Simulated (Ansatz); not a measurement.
Sn:

```
Sn
1.0
     0.00000    3.23334    3.23334
     3.23334    0.00000    3.23334
     3.23334    3.23334    0.00000
Sn
2
Direct
  0.75000 0.75000 0.75000
  0.50000 0.50000 0.50000
```

This isn't the form of Sn at room conditions, which is tetragonal (white tin).

| Quantity | Value |
| --- | --- |
| Program | Ansatz 0.2.0 |
| Task | relaxation of cell and atoms |
| Functional | r2SCAN |
| Dispersion | D3(BJ) |
| Potentials or basis | Ansatz PAW |
| Cutoff | 500 eV (not typed: the program's choice for these potentials) |
| k mesh | 7 × 7 × 7 |
| Occupations | fermi-dirac, width 0.05 eV |
| Spin | no spin polarisation |

At the start: volume 33.80 Å³/atom.

Task: Where does the relaxation end?

Result: It ends after 5 steps and the volume is 34.90 Å³/atom (+3.3 %); space group Fd-3m (No. 227, to 0.05 Å).

The path:
```
step  energy change (eV)  largest force (eV/Å)  volume (Å³)
   1              0.0000                0.0000        67.61
   2             -0.0056                0.0000        71.38
   3             -0.0103                0.0000        69.91
   4             -0.0103                0.0000        69.81
   5             -0.0103                0.0000        69.81
```

Final structure:
```
Sn
1.0
     0.00000    3.26809    3.26809
     3.26809    0.00000    3.26809
     3.26809    3.26809    0.00000
Sn
2
Cartesian
  4.9021 4.9021 4.9021
  3.2681 3.2681 3.2681
```

Caveat: the plane-wave basis is chosen anew once the cell has moved, so the energies of steps on either side of that aren't comparable; pairwise dispersion overbinds metals, which lowers pressure and volume; the PAW data sets come from PBE, with cores solved anew for the run's functional, which leaves a small shift of forces and pressure; the dispersion damping was fitted for another functional or another form of the correction.
